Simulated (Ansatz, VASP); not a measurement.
**Two plane-wave programs on Pb**

The input INCAR:

```
SYSTEM = Pb
ALGO     = Normal         ! electronic algorithm
EDIFF    = 1E-8           ! SCF threshold, eV
ENCUT    = 520            ! plane-wave cutoff, eV
GGA      = PE             ! functional
ISIF     = 2              ! what is computed and relaxed
ISMEAR   = -1             ! smearing method
LASPH    = .TRUE.         ! aspherical terms in the spheres
LCHARG   = .FALSE.        ! write CHGCAR
LEFG     = .TRUE.       
LREAL    = .FALSE.        ! projectors in reciprocal space
LWAVE    = .FALSE.        ! write WAVECAR
NBANDS   = 21             ! bands
NELM     = 100            ! most SCF steps
PREC     = Accurate       ! precision mode
SIGMA    = 0.05           ! smearing width, eV
```

File KPOINTS:

```
k-points
0
G
  8 8 8
  0 0 0
```

POSCAR

```
Pb
1.0
    0.0000000000      3.4159188228      3.4159188228
    3.4159188228      0.0000000000      3.4159188228
    3.4159188228      3.4159188228      0.0000000000
Pb
2
Direct
    0.0000000000      0.0000000000      0.0000000000
    0.2500000000      0.2500000000      0.2500000000
```

Input for Ansatz:

```yaml
crystal:
  lattice:
    - [0.0, 3.4159188228, 3.4159188228]
    - [3.4159188228, 0.0, 3.4159188228]
    - [3.4159188228, 3.4159188228, 0.0]
  atoms:
    - { symbol: Pb, position: [0.0, 0.0, 0.0] }
    - { symbol: Pb, position: [0.25, 0.25, 0.25] }
kpoints:
  mp_grid: { grid: [8, 8, 8] }
scf:
  occupations: { method: fermi_dirac, width: 0.05 }
hamiltonian:
  xc: pbe
  pseudopotentials: { kind: paw }
output:
  forces: true
  stress: true
  eigenvalues: true
  efg: { contact_densities: true }
```

Change from the starting cell: volume scaled by 0.98, PAW files.

Alike in both runs: task electric field gradients; functional PBE; k mesh 8 × 8 × 8; occupations fermi-dirac, width 0.05 eV; no spin polarisation.

|  | VASP | Ansatz |
| --- | --- | --- |
| version | VASP 6.6.1 | Ansatz 0.2.0 |
| potentials or method | VASP PAW PBE potentials, release 64 (Pb_d) | PAW with Ansatz's default frozen-core files, scalar-relativistic |
| plane-wave cutoff (eV) | 520 | 420 |
| valence electrons in the cell | 28 | 28 |

|  | VASP | Ansatz | Ansatz less VASP |
| --- | --- | --- | --- |
| pressure (GPa) | 3.1 | 3.1 | +0.05 |
| Vzz of the field gradient on the site that differs most (V/Å²) | 0.0 | 0.0 | 0.00 |

Ansatz warned: «gradients_without_spin_orbit».

Spin-orbit coupling is left out, which matters for the levels of Pb.
